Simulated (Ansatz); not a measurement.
## CsH under changes of volume

One of the cells (32.401 Å³/atom); the others are scaled copies at fixed shape and fractional positions:

```xyz
2
Lattice="0.0000 3.1880 3.1880 3.1880 0.0000 3.1880 3.1880 3.1880 0.0000" Properties=species:S:1:pos:R:3 pbc="T T T"
Cs    0.0000    0.0000    0.0000
H     3.1880    3.1880    3.1880
```

* Program: Ansatz 0.2.0
* Functional: r2SCAN
* Potentials or basis: Ansatz PAW
* Cutoff: 500 eV (not typed: the program's choice for these potentials)
* k mesh: 7 × 7 × 7
* Occupations: fermi-dirac, width 0.05 eV
* Spin: no spin polarisation

| volume (Å³/atom) | energy over the lowest point (meV/atom) | pressure (GPa) | gap on the mesh (eV) |
| --- | --- | --- | --- |
| 30.457 | 4.09 | 0.7 | 2.85 |
| 31.105 | 1.80 | 0.4 | 2.87 |
| 31.753 | 0.47 | 0.2 | 2.89 |
| 32.401 | 0.00 | 0.0 | 2.91 |
| 33.049 | 0.32 | -0.2 | 2.93 |
| 33.697 | 1.36 | -0.3 | 2.94 |
| 34.345 | ? | ? | ? |

What does the run at 34.345 Å³/atom give?

Energy over the lowest point 3.05 meV/atom; pressure -0.5 GPa; gap on the mesh 2.96 eV.

Worked out: A Birch-Murnaghan fit of order 3 (a polynomial in V^(-2/3)) to the other rows has its minimum at 32.45 Å³/atom with B0 = V·E''(V) = 9.7 GPa and B' = 3.7. It gives 3.05 meV/atom at 34.345 Å³/atom, against the run's 3.05, and -dE/dV = -0.5 GPa, against -0.5. A straight line through the other rows of the gap, of slope 0.919 eV per unit of ln V (its deformation potential), extrapolates to 2.96 eV, against the run's 2.96.

Energies are extrapolated to zero smearing.

Caveats: odd divisions of the mesh miss points on the zone boundary, where band edges often lie, so the gap on the mesh can be too wide; spin-orbit coupling is left out, which moves the levels of the heavy elements; the PAW data sets come from PBE, with cores solved anew for the run's functional, which leaves a small shift of forces and pressure.

A mesh can miss the band edges.
